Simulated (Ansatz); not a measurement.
(10−10) slab of wurtzite CdS, 26.2 Å thick as cut, bare faces

Ansatz, PAW, plane waves, no spin–orbit coupling unless named; atoms relaxed with PBEsol, the curve by HSE06. The curve holds the local part of the PAW potentials, so its shape inside matter depends on the files.

```
CELL_PARAMETERS angstrom
0.00000 0.00000 6.71063
4.12350 0.00000 0.00000
0.00000 39.18775 0.00000
ATOMIC_POSITIONS crystal
Cd 0.55345 0.49880 0.18048
Cd 0.49586 0.99879 0.25891
Cd 0.49549 0.49876 0.34877
Cd 0.49604 0.99943 0.43960
Cd 0.49578 0.49934 0.53072
Cd 0.49437 0.99939 0.62209
Cd 0.48995 0.49919 0.71395
Cd 0.48955 0.99910 0.80753
Cd 0.98989 0.99885 0.19250
Cd 0.99025 0.49912 0.28607
Cd 0.99468 0.99884 0.37794
Cd 0.99587 0.49924 0.46931
Cd 0.99588 0.99935 0.56043
Cd 0.99516 0.49931 0.65126
Cd 0.99552 0.99909 0.74114
Cd 0.05313 0.49905 0.81956
S 0.37231 0.99883 0.19730
S 0.36834 0.49882 0.28820
S 0.37131 0.99879 0.37893
S 0.37239 0.49939 0.46994
S 0.37232 0.99933 0.56116
S 0.37136 0.49938 0.65265
S 0.37164 0.99919 0.74491
S 0.39164 0.49911 0.83929
S 0.89194 0.49887 0.16073
S 0.87195 0.99910 0.25511
S 0.87166 0.49885 0.34737
S 0.87248 0.99923 0.43886
S 0.87231 0.49935 0.53008
S 0.87104 0.99930 0.62110
S 0.86806 0.49910 0.71183
S 0.87198 0.99905 0.80275
```

Planar mean of the electrostatic potential energy along the normal, from the vacuum level:

```tsv
z (Å)	v (eV)
0.00	0.00
0.29	0.00
0.73	0.00
1.02	0.00
1.31	0.00
1.74	0.00
2.03	0.00
2.32	0.00
2.76	0.00
3.05	0.00
3.34	0.00
3.77	-0.01
4.06	-0.02
4.35	-0.05
4.64	-0.13
5.08	-0.48
5.37	-1.16
5.66	-2.76
6.10	-5.71
6.39	-7.54
6.68	-9.23
7.11	-11.06
7.40	-11.98
7.69	-11.32
8.13	-7.90
8.42	-4.78
8.71	-2.82
9.14	-3.27
9.43	-5.77
9.72	-8.13
10.16	-9.83
10.45	-10.33
10.74	-10.45
11.18	-9.91
11.47	-8.93
11.76	-7.03
12.05	-4.29
12.48	-2.62
12.77	-3.68
13.06	-6.29
13.50	-9.15
13.79	-9.92
14.08	-10.39
14.51	-10.25
14.80	-9.68
15.09	-8.64
15.53	-5.13
15.82	-3.04
16.11	-2.72
16.55	-5.43
16.84	-7.95
17.13	-9.35
17.56	-10.27
17.85	-10.48
18.14	-10.12
18.58	-9.04
18.87	-7.29
19.16	-4.61
19.45	-2.86
19.88	-3.51
20.17	-5.97
20.46	-8.31
20.90	-9.85
21.19	-10.36
21.48	-10.45
21.92	-9.73
22.21	-8.79
22.50	-6.81
22.93	-3.19
23.22	-2.68
23.51	-3.87
23.95	-7.73
24.24	-9.26
24.53	-9.99
24.96	-10.47
25.25	-10.19
25.54	-9.60
25.98	-7.55
26.27	-4.90
26.56	-2.92
27.00	-3.25
27.29	-5.65
27.58	-8.12
27.87	-9.49
28.30	-10.42
28.59	-10.41
28.88	-10.15
29.32	-8.89
29.61	-7.11
29.90	-4.38
30.33	-2.57
30.62	-3.52
30.91	-6.34
31.35	-10.42
31.64	-11.85
31.93	-11.68
32.37	-9.89
32.66	-8.42
32.95	-6.64
33.38	-3.84
33.67	-1.82
33.96	-0.75
34.40	-0.20
34.69	-0.08
34.98	-0.04
35.27	-0.01
35.70	0.00
35.99	0.00
36.28	0.00
36.72	0.00
37.01	0.00
37.30	0.00
37.74	0.00
38.03	0.00
38.32	0.00
38.75	0.00
39.04	0.00
```

Problem. How far below the vacuum level do the top filled and the lowest empty level lie, by each functional?

Solution. PBEsol: 5.95 and 4.79 eV (gap 1.16 eV, a 4×6×1 mesh); HSE06: 6.56 and 4.34 eV (gap 2.22 eV, a 3×4×1 mesh). Either level can be a surface state and not a band edge of the crystal.
